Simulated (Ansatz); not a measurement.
# Yb (bcc type): how the settings move a single-point run

Aim: see which settings change the result for Yb (bcc type), by how much, and at what cost.

Program: Ansatz 0.2.0. Level of theory: reference: DFT, PBE, PAW with Ansatz's default frozen-core files, scalar-relativistic. These are calculated values, not measurements.

2 further runs of the same task are left out: 2 that didn't finish.

**1. The structure to begin with**

Symmetry: Im-3m, No. 229, cubic system. Conventional cell: a = 3.147 Å, b = 3.147 Å, c = 3.147 Å, α = 90.00°, β = 90.00°, γ = 90.00°. Yb (site symmetry m-3m) has 8 Yb at 2.73 Å as nearest neighbours.

As a file:

```cif
data_structure
_symmetry_space_group_name_H-M 'Im-3m'
_symmetry_Int_Tables_number 229
_cell_length_a 3.1468
_cell_length_b 3.1468
_cell_length_c 3.1468
_cell_angle_alpha 90.000
_cell_angle_beta 90.000
_cell_angle_gamma 90.000
_cell_volume 31.16
loop_
_atom_site_label
_atom_site_type_symbol
_atom_site_symmetry_multiplicity
_atom_site_Wyckoff_symbol
_atom_site_fract_x
_atom_site_fract_y
_atom_site_fract_z
_atom_site_occupancy
Yb1 Yb 2 a 0.00000 0.00000 0.00000 1
```

**2. Baseline**

Contents of input.yaml:

```yaml
crystal:
  lattice:
    - [-1.5734197039, 1.5734197039, 1.5734197039]
    - [1.5734197039, -1.5734197039, 1.5734197039]
    - [1.5734197039, 1.5734197039, -1.5734197039]
  atoms:
    - { symbol: Yb, position: [0.0, 0.0, 0.0] }
kpoints:
  mp_grid: { grid: [14, 14, 14] }
scf:
  occupations: { method: fermi_dirac, width: 0.08 }
hamiltonian:
  xc: pbe
  pseudopotentials: { kind: paw }
output:
  forces: true
  stress: true
  eigenvalues: true
  populations: true
```

The run is started by

```sh
$ ansatz run input.yaml --threads 1 --pin off --max-ram 3072MiB --backend cpu --events-out ev --progress --plain --runs-dir out
```

**3. Variant: symmetry.detect false, xc lda, ecutrho_ratio 4**

Changes to input.yaml since step 2:

```diff
@@ -7,2 +7,3 @@
     - { symbol: Yb, position: [0.0, 0.0, 0.0] }
+  symmetry: { detect: false }
 kpoints:
@@ -12,3 +13,3 @@
 hamiltonian:
-  xc: pbe
+  xc: lda
   pseudopotentials: { kind: paw }
@@ -19 +20,3 @@
   populations: true
+basis:
+  ecutrho_ratio: 4
```

Q: Predict the outcome of this session. Wanted: for each run, ending; energy change; pressure; gap; force.

As calculated:

```tsv
run	ending	energy change	pressure (GPa)	gap (eV)	force (eV/Å)	cycles	time
reference	converged	-	72.1	0.00	0.00	7	3 s
1: symmetry.detect false, xc lda, ecutrho_ratio 4	converged	not comparable	56.6	0.00	0.00	7	68 s
```

Residual by cycle in the longest SCF loop of each run; runs are numbered as in the table. The quantity is the density residual dr2, in eV.

```tsv
cycle	reference	run 1
1	0.0189	0.0352
2	0.00198	0.00264
3	1.5e-4	1.5e-4
4	1.7e-5	5.3e-5
5	1.6e-6	2.1e-7
6	1.6e-7	1.8e-7
7	1.3e-8	9.0e-10
```

What this shows: After a change of functional the difference of the totals has no physical meaning; the pressure goes from 72.1 to 56.6 GPa. The numerical grids changed too. Cost: 68 s against 3 s. The structure is not at rest: the sound run finds 72 GPa, so these are no properties of the relaxed crystal. 
